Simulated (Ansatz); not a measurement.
# KI (Pm-3m) in Ansatz: convergence with k mesh

Aim: find how far k mesh must go before the results for KI settle, at r2SCAN. This setting moves, with any that are tied to it; all else stays.

Everything below comes from runs of Ansatz 0.2.0. Logs are shortened: lines on timing, memory, paths and dates and some standing lists are left out, and cuts for length are marked.

**1. Starting point**

The structure is cubic, space group Pm-3m (No. 221). Conventional cell: a = 4.291 Å, b = 4.291 Å, c = 4.291 Å, α = 90.00°, β = 90.00°, γ = 90.00°. Around I (site symmetry m-3m) lie 8 K at 3.72 Å. K (site symmetry m-3m) has 8 I at 3.72 Å as nearest neighbours.

Measurements of this composition are mostly on another form, of space group No. 225.

**2. With k mesh 2 × 2 × 2**

input.yaml reads:

```yaml
crystal:
  lattice:
    - [4.29119666, 0.0, 0.0]
    - [0.0, 4.29119666, 0.0]
    - [0.0, 0.0, 4.29119666]
  atoms:
    - { symbol: I, position: [0.5, 0.5, 0.5] }
    - { symbol: K, position: [0.0, 0.0, 0.0] }
hamiltonian:
  xc: r2scan
  pseudopotentials: { kind: paw }
kpoints:
  mp_grid: { grid: [2, 2, 2] }
scf:
  occupations: { method: gaussian, width: 0.1 }
output:
  forces: true
  stress: true
  eigenvalues: true
```

Potentials or basis: Ansatz PAW.

On the command line:

```sh
> ansatz run input.yaml --threads 2 --pin off --max-ram 5632MiB --backend cpu --events-out ev --progress --plain --runs-dir out
```

Log:

```text
Warning: RAYON_NUM_THREADS=2 ignored (pool sized by the plan → 2); use --threads N
Engine: ansatz 0.2.0, x86_64-unknown-linux-gnu
Pseudopotentials: kind: paw
Pseudopotential: I, paw, valence charge 17, recommended cutoff 500 eV (meta_gga), I.paw.azcp
Pseudopotential: K, paw, valence charge 9, recommended cutoff 500 eV (meta_gga), K.paw.azcp
Functional definition: r2SCAN
  parameter k0 = 0.174
  parameter k1 = 0.065
  parameter a1 = 4.9479
  exchange = r2scan_x(k0 = k0, k1 = k1, a1 = a1)
  correlation = r2scan_c
Crystal: 2 atoms, lattice volume = 79.020 Å³
Basis set: ecut = 500 eV, 2007 PW (Γ), exchange–correlation on 128×128×128 points (64 copies of the dense FFT grid, shifted against one another)
Bands: 17, of which v1, the nominal top of the filled ones, is band 13 counted from 1 (12 counted from 0)
Symmetry: 48 space group operations
Space group: Pm-3m (ITA 221), of the structure as read, at distance tolerance 4.3e-5 Å
k-points: 4 of 8
Non-local potential: I, projectors of the file, l = 0: 2, l = 1: 2, l = 2: 2, l = 3: 2
Non-local potential: K, projectors of the file, l = 0: 3, l = 1: 2, l = 2: 2
PAW form: soft (Blöchl's): semilocal exchange-correlation on the pseudo side does not see the compensation charge
PAW frozen core: I, regenerated for the run's functional (the file was generated under x = pbe(κ = 0.804, μ = 0.2195149727645171), c = pbe(β = 0.06672455060314922))
PAW frozen core: K, regenerated for the run's functional (the file was generated under x = pbe(κ = 0.804, μ = 0.2195149727645171), c = pbe(β = 0.06672455060314922))
PAW one-centre angular grid: I, 590 points (default); XC on 160 Gauss nodes
PAW one-centre angular grid: K, 302 points (default); XC on 160 Gauss nodes
Initial density: superposition of atomic densities (neutral atoms: chi_scale 0, normalization atom), corrected by the library's trained network
Initial wavefunctions: pseudopotential atomic-orbital guess
Functional: x = r2scan, c = r2scan; τ floored in thin density (d = 2e-4 eV/Å³)
SCF iter   1: F=—  HF=-9073.398550 eV  |F-HF|=—  |Δ(HF+E_count)|=         —  Δρ=4.09e-3  dr2=2.24e-2  dr2_τ=1.06e-3  ethr=1.77e-3  ⟨swp⟩=6.8  Hψ=378  notcnv=0
preconditioner: auto → Resta (q_TF=auto, 2.267 Å⁻¹)  ε∞=2.2  [insulator: Δε(μ)=4.053 eV  Ē_g=14.392 eV  σ=0.100 eV  W_gap=1.00  n_scr=18 (ndim 8)  ℏωp=15.6 eV  f_vac=0.054  D(μ)=0.00/eV (n_scr^D=0)  ε∞_Penn≈2.2]
SCF iter   2: F=—  HF=-9073.413505 eV  |F-HF|=—  |Δ(HF+E_count)|=   1.50e-2  Δρ=2.15e-3  dr2=6.14e-3  dr2_τ=9.22e-5  ethr=8.63e-5  ⟨swp⟩=2.0  Hψ=144  notcnv=0
SCF iter   3: F=—  HF=-9073.413160 eV  |F-HF|=—  |Δ(HF+E_count)|=   3.45e-4  Δρ=3.95e-4  dr2=8.65e-5  dr2_τ=9.46e-6  ethr=2.36e-5  ⟨swp⟩=2.8  Hψ=120  notcnv=0
SCF iter   4: F=—  HF=-9073.413219 eV  |F-HF|=—  |Δ(HF+E_count)|=   5.84e-5  Δρ=1.29e-4  dr2=1.40e-5  dr2_τ=4.52e-7  ethr=3.33e-7  ⟨swp⟩=2.0  Hψ=114  notcnv=0
SCF iter   5: F=—  HF=-9073.413223 eV  |F-HF|=—  |Δ(HF+E_count)|=   4.01e-6  Δρ=2.14e-5  dr2=3.52e-7  dr2_τ=7.34e-8  ethr=5.39e-8  ⟨swp⟩=3.0  Hψ=120  notcnv=0
SCF iter   6: F=-9073.413223 eV  HF=-9073.413223 eV  |F-HF|=9.66e-9  |Δ(HF+E_count)|=   5.02e-7  Δρ=2.72e-6  dr2=4.43e-9  dr2_τ=5.45e-10  ethr=3.85e-10  ⟨swp⟩=7.2  Hψ=365  notcnv=0
SCF 1 converged in 6 iterations: F = -9073.413223 eV  dr2 = 4.43e-9
SCF converged after 6 iterations
Free energy (F): -9073.413223 eV
Harris-Foulkes:  -9073.413223 eV  (|F-HF|=9.66e-9)
Internal energy: -9073.413223 eV  (E = F + TS)
E sigma→0 (E₀):  -9073.413223 eV
Fermi energy:    5.693634 eV
--- Per-component energies (eV) ---
  E_band       = -513.604239
  E_kinetic    = 443.975917
  E_local      = -2649.481705  (includes V_loc(G=0)·N_el)
  E_nonlocal   = -76.973465
  E_hartree    = 1265.774195
  E_xc         = -255.472687
  E_vxc        = -326.870811  (∫ρ·V_xc dr)
  E_paw        = -5628.022393  (= ΣΔE_a)
  E_vpaw       = -455.279464  (= ΣTr[D̂ρ^β])
  E_aug_tail   = -0.000029  (compensation charges beyond the density's cutoff)
  E_vtau       = 19.478570  (kinetic-family band-sum trace: ∫τ·v_τ [+ j·A + Jᵃ·Aᵃ] dr)
  E_ewald      = -2173.089925
  E_core_change = -0.123132  (= ΣΔE_core)
  E_smearing   = -0.000000  (= −TS)
  E_closure    = -0.000000  (closes the sum)
  Σ components = -9073.413223   (vs F -9073.413223, Δ=0.00e0)
--- Forces (eV/Å), atoms counted from 1 ---
  atom   1  I      0.00000000     0.00000000    -0.00000000
  atom   2  K      0.00000000     0.00000000     0.00000000
  max |Σ_I F_I| component: 1.93e-24 eV/Å
--- Stress (GPa, compression-positive) ---
        1.780985       0.000000       0.000000
        0.000000       1.780985       0.000000
        0.000000       0.000000       1.780985
  P = ⅓ Tr σ = 1.7810 GPa (17.810 kbar)
--- Band table (eV) ---
  k-point 0: bands = ["-40.2234", "-40.2234", "-40.2234", "-40.2228", "-40.2228", "-27.0263", "-9.7055", "-9.7055", "-9.7055", "-7.7246", "3.3467", "3.3467", "3.3467", "7.6615", "8.8699", "8.8699", "12.6298"]
  k-point 1: bands = ["-40.2235", "-40.2235", "-40.2234", "-40.2228", "-40.2222", "-27.0219", "-9.8595", "-9.6942", "-9.6942", "-7.4096", "1.3862", "3.4276", "3.4276", "9.7824", "10.2753", "11.3249", "11.3767"]
  k-point 2: bands = ["-40.2237", "-40.2235", "-40.2235", "-40.2225", "-40.2219", "-27.0176", "-9.7859", "-9.7859", "-9.6860", "-7.3450", "1.9585", "1.9585", "3.7230", "8.0332", "9.9965", "10.9974", "10.9974"]
  k-point 3: bands = ["-40.2237", "-40.2237", "-40.2237", "-40.2219", "-40.2219", "-27.0135", "-9.7677", "-9.7677", "-9.7677", "-7.1548", "2.0198", "2.0198", "2.0198", "9.7441", "9.7441", "9.7441", "13.1560"]
```

It took 2.4 s on 2 threads of Intel Xeon at 2.50GHz (Skylake/Cascade Lake), shared host; peak memory 0.45 GiB.

Results:

* Free energy: -9073.4132 eV
* Pressure: 1.8 GPa
* Band gap on the k mesh: 3.94 eV, indirect (least direct gap 4.31 eV)

**3. With k mesh 3 × 3 × 3**

Changes to input.yaml since step 2:

```diff
@@ -12,3 +12,3 @@
 kpoints:
-  mp_grid: { grid: [2, 2, 2] }
+  mp_grid: { grid: [3, 3, 3] }
 scf:
```

Potentials or basis: Ansatz PAW.

On the command line:

```sh
> ansatz run input.yaml --threads 2 --pin off --max-ram 5632MiB --backend cpu --events-out ev --progress --plain --runs-dir out
```

Wall time 2.5 s (2 threads of Intel Xeon at 2.50GHz (Skylake/Cascade Lake), shared host); peak memory 0.45 GiB.

What came out:

| Quantity | Value |
| --- | --- |
| Free energy | -9073.7583 eV |
| Pressure | 0.3 GPa |
| Band gap on the k mesh | 4.16 eV, indirect (least direct gap 4.39 eV) |

**4. With k mesh 4 × 4 × 4**

Changes to input.yaml since step 3:

```diff
@@ -12,3 +12,3 @@
 kpoints:
-  mp_grid: { grid: [3, 3, 3] }
+  mp_grid: { grid: [4, 4, 4] }
 scf:
```

On the command line:

```sh
> ansatz run input.yaml --threads 2 --pin off --max-ram 5632MiB --backend cpu --events-out ev --progress --plain --runs-dir out
```

It took 3 s on 2 threads of Intel Xeon at 2.50GHz (Skylake/Cascade Lake), shared host; peak memory 0.47 GiB.

Results:

| Property | Result |
| --- | --- |
| Free energy | -9073.7946 eV |
| Pressure | 0.1 GPa |
| Band gap on the k mesh | 4.04 eV, indirect (least direct gap 4.41 eV) |

**5. With k mesh 5 × 5 × 5**

Changes to input.yaml since step 4:

```diff
@@ -12,3 +12,3 @@
 kpoints:
-  mp_grid: { grid: [4, 4, 4] }
+  mp_grid: { grid: [5, 5, 5] }
 scf:
```

On the command line:

```sh
> ansatz run input.yaml --threads 2 --pin off --max-ram 5632MiB --backend cpu --events-out ev --progress --plain --runs-dir out
```

Wall time 3.1 s (2 threads of Intel Xeon at 2.50GHz (Skylake/Cascade Lake), shared host); peak memory 0.47 GiB.

Results:

```
Free energy            : -9073.8006 eV
Pressure               : 0.0 GPa
Band gap on the k mesh : 4.10 eV, indirect (least direct gap 4.41 eV)
```

**6. With k mesh 6 × 6 × 6**

Changes to input.yaml since step 5:

```diff
@@ -12,3 +12,3 @@
 kpoints:
-  mp_grid: { grid: [5, 5, 5] }
+  mp_grid: { grid: [6, 6, 6] }
 scf:
```

Potentials or basis: Ansatz PAW.

On the command line:

```sh
> ansatz run input.yaml --threads 2 --pin off --max-ram 5632MiB --backend cpu --events-out ev --progress --plain --runs-dir out
```

Wall time 4.2 s (2 threads of Intel Xeon at 2.50GHz (Skylake/Cascade Lake), shared host); peak memory 0.49 GiB.

The run converged. Its results:

| Item | Value |
| --- | --- |
| Free energy | -9073.8017 eV |
| Pressure | 0.0 GPa |
| Band gap on the k mesh | 4.04 eV, indirect (least direct gap 4.41 eV) |

**7. With k mesh 7 × 7 × 7**

Changes to input.yaml since step 6:

```diff
@@ -12,3 +12,3 @@
 kpoints:
-  mp_grid: { grid: [6, 6, 6] }
+  mp_grid: { grid: [7, 7, 7] }
 scf:
```

On the command line:

```sh
> ansatz run input.yaml --threads 2 --pin off --max-ram 5632MiB --backend cpu --events-out ev --progress --plain --runs-dir out
```

Wall time 4.3 s (2 threads of Intel Xeon at 2.50GHz (Skylake/Cascade Lake), shared host); peak memory 0.49 GiB.

It converged, with:

| Item | Value |
| --- | --- |
| Free energy | -9073.8019 eV |
| Pressure | 0.0 GPa |
| Band gap on the k mesh | 4.07 eV, indirect (least direct gap 4.41 eV) |

**8. With k mesh 9 × 9 × 9**

Changes to input.yaml since step 7:

```diff
@@ -12,3 +12,3 @@
 kpoints:
-  mp_grid: { grid: [7, 7, 7] }
+  mp_grid: { grid: [9, 9, 9] }
 scf:
```

On the command line:

```sh
> ansatz run input.yaml --threads 2 --pin off --max-ram 5632MiB --backend cpu --events-out ev --progress --plain --runs-dir out
```

It took 6.4 s on 2 threads of Intel Xeon at 2.50GHz (Skylake/Cascade Lake), shared host; peak memory 0.52 GiB.

The run converged. Its results:

```
Free energy            : -9073.8019 eV
Pressure               : 0.0 GPa
Band gap on the k mesh : 4.06 eV, indirect (least direct gap 4.41 eV)
```

**9. With k mesh 10 × 10 × 10**

Changes to input.yaml since step 8:

```diff
@@ -12,3 +12,3 @@
 kpoints:
-  mp_grid: { grid: [9, 9, 9] }
+  mp_grid: { grid: [10, 10, 10] }
 scf:
```

Potentials or basis: Ansatz PAW.

On the command line:

```sh
> ansatz run input.yaml --threads 2 --pin off --max-ram 5632MiB --backend cpu --events-out ev --progress --plain --runs-dir out
```

It took 8.3 s on 2 threads of Intel Xeon at 2.50GHz (Skylake/Cascade Lake), shared host; peak memory 0.54 GiB.

It converged, with:

```
Free energy            : -9073.8019 eV
Pressure               : 0.0 GPa
Band gap on the k mesh : 4.04 eV, indirect (least direct gap 4.41 eV)
```

**10. Summary**

```tsv
k mesh	energy less the tightest run, at zero smearing (meV/atom)	pressure (GPa)	gap on the mesh (eV)	SCF cycles	CPU time (s)	peak memory (GiB)
2 × 2 × 2	194.35	1.78	3.938	6	4.1	0.45
3 × 3 × 3	21.80	0.28	4.164	6	4.5	0.45
4 × 4 × 4	3.66	0.07	4.038	6	5.3	0.47
5 × 5 × 5	0.65	0.03	4.098	6	5.5	0.47
6 × 6 × 6	0.13	0.02	4.042	6	7.7	0.49
7 × 7 × 7	0.03	0.01	4.073	6	8	0.49
9 × 9 × 9	0.00	0.01	4.061	6	12	0.52
10 × 10 × 10	0.00	0.01	4.042	6	16	0.54
```

Against the tightest run, the energy stays within 1 meV/atom from 5 × 5 × 5 on; the pressure stays within 0.1 GPa from 4 × 4 × 4 on. Not settled before the last step: the gap on the mesh (to 0.01 eV). Meshes of other sizes hit other points, so gaps and Fermi surfaces needn't settle smoothly. The tightest run that finished is the yardstick and may itself not be fully converged.

Caveats: spin-orbit coupling is left out, which moves the levels of the heavy elements; the PAW data sets come from PBE, with cores solved anew for the run's functional, which leaves a small shift of forces and pressure.
